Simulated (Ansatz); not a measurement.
CoO:

```
Co O
1.0
     1.60222    0.92504    2.56647
    -1.60222    0.92504    2.56647
     0.00000   -1.85008    2.56647
Co O
1 1
Cartesian
  0.0000 0.0000 7.6915
  0.0000 0.0000 5.7824
```

Measurements of this composition are mostly on another form, of space group No. 225.

```yaml
Program: Ansatz 0.2.0
Task: relaxation of cell and atoms
Functional: PBEsol
Potentials_or_basis: all-electron LAPW, scalar-relativistic
Basis_error_allowed: 0.001 eV/atom
k_mesh: 7 × 7 × 7
Occupations: fermi-dirac, width 0.05 eV
Spin: collinear spin, ferromagnetic start
Starting_moments: "[2.0, 0.0] μB"
```

At the start: volume 11.41 Å³/atom.

Where does the relaxation end?

Over 8 steps the energy falls by 27.6 meV/atom and the volume is 10.41 Å³/atom (-8.8 %); space group F-43m (No. 216, to 0.05 Å); moment 2.09 μB per cell.

The path:
```tsv
step	energy change (eV)	largest force (eV/Å)	volume (Å³)
1	0.0000	0.2275	22.82
2	-0.0266	0.1724	22.25
3	-0.0484	0.0007	21.47
4	-0.0504	0.0655	20.37
5	-0.0550	0.0041	20.91
6	-0.0552	0.0015	20.82
7	-0.0552	0.0003	20.82
8	-0.0552	0.0003	20.82
```

Final structure:
```
Co O
1.0
     1.54415    0.89152    2.52125
    -1.54415    0.89152    2.52125
     0.00000   -1.78303    2.52125
Co O
1 1
Direct
  0.00001 0.00001 0.00001
  0.74999 0.74999 0.74999
```

Caveat: the k mesh is thin for a metal, which can move the energy by tens of meV per atom; a cell with one magnetic atom can't hold antiferromagnetic order, which such compounds often take.
